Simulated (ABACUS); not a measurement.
Runs of ABACUS 3.10.1 on MgSe. Symmetry: Fm-3m, No. 225, cubic system. Conventional cell: a = 5.451 Å, b = 5.451 Å, c = 5.451 Å, α = 90.00°, β = 90.00°, γ = 90.00°. Se (site symmetry m-3m) is surrounded by 6 Mg at 2.73 Å. Mg (site symmetry m-3m) has 6 Se at 2.73 Å as nearest neighbours. 

```csv
task,level,potentials or basis,k mesh,cutoff (eV),radial cutoff of the potentials (pseudo_rcut),SCF threshold on the density,eigensolver,symmetry key,threshold of the eigensolver,gap on the mesh (eV),pressure (GPa),V0 of scaled cells (Å³/atom),B0 (GPa)
equation of state,PBE,"PseudoDojo NC SR 0.4.1 PBE standard, plane waves",8 × 8 × 8,1184,10 bohr,1e-08,dav,1,-,-,-,20.91,61
equation of state,LDA,"SG15 ONCV 1.2 PBE, plane waves",6 × 6 × 6,1184,7 bohr,1e-08,dav,1,-,-,-,19.93,68
equation of state,PW91,"SG15 ONCV 1.2 PBE, plane waves",6 × 6 × 6,1184,7 bohr,1e-08,dav,1,-,-,-,20.95,61
single point,PBE,"PseudoDojo NC SR 0.4.1 PBE standard, TZDP LCAO (the cutoffs set its grid)",8 × 8 × 8,1361,10 bohr,1e-07,genelpa,1,-,1.81,(a),-,-
single point,PBE,"PseudoDojo NC SR 0.4.1 PBE standard, plane waves",8 × 8 × 8,1184,10 bohr,1e-08,dav,1,-,1.82,2.1,-,-
equation of state,TPSS,"SG15 ONCV 1.2 PBE, plane waves",6 × 6 × 6,1184,7 bohr,1e-08,dav,1,-,-,-,20.89,65
equation of state,PBE,"PseudoDojo NC SR 0.4.1 PBE standard, DZP LCAO (the cutoffs set its grid)",8 × 8 × 8,1361,10 bohr,1e-07,genelpa,1,-,-,-,(c),60
equation of state,WC,"SG15 ONCV 1.2 PBE, plane waves",6 × 6 × 6,1184,7 bohr,1e-08,dav,1,-,-,-,(d),64
equation of state,PBEsol,"SG15 ONCV 1.2 PBE, plane waves",6 × 6 × 6,1184,7 bohr,1e-08,dav,1,-,-,-,20.51,64
single point,PBEsol,"PseudoDojo NC SR 0.5 PBE stringent, plane waves",6 × 6 × 6,1429,7 bohr,1e-08,dav,1,-,1.77,0.1,-,-
equation of state,PBE,"PseudoDojo NC SR 0.4.1 PBE standard, TZDP LCAO (the cutoffs set its grid)",8 × 8 × 8,1361,10 bohr,1e-07,genelpa,1,-,-,-,(b),61
```

Alike in all rows: no spin polarisation; cell as given; smearing fermi-dirac 0.05 eV.

Fill in the values left out.

(a) 2.5; (b) 21.02; (c) 21.18; (d) 20.63.

Caveats: the potentials were made for another functional, which shifts forces and pressure (some runs); the atomic orbitals were generated for these runs and aren't a published set (some runs); the basis of atomic orbitals isn't converged, which shifts pressures, moduli and gaps (some runs).

A k mesh can miss the band edges, and the runs leave out spin-orbit coupling on Se.

Not every run made on this cell is shown here.
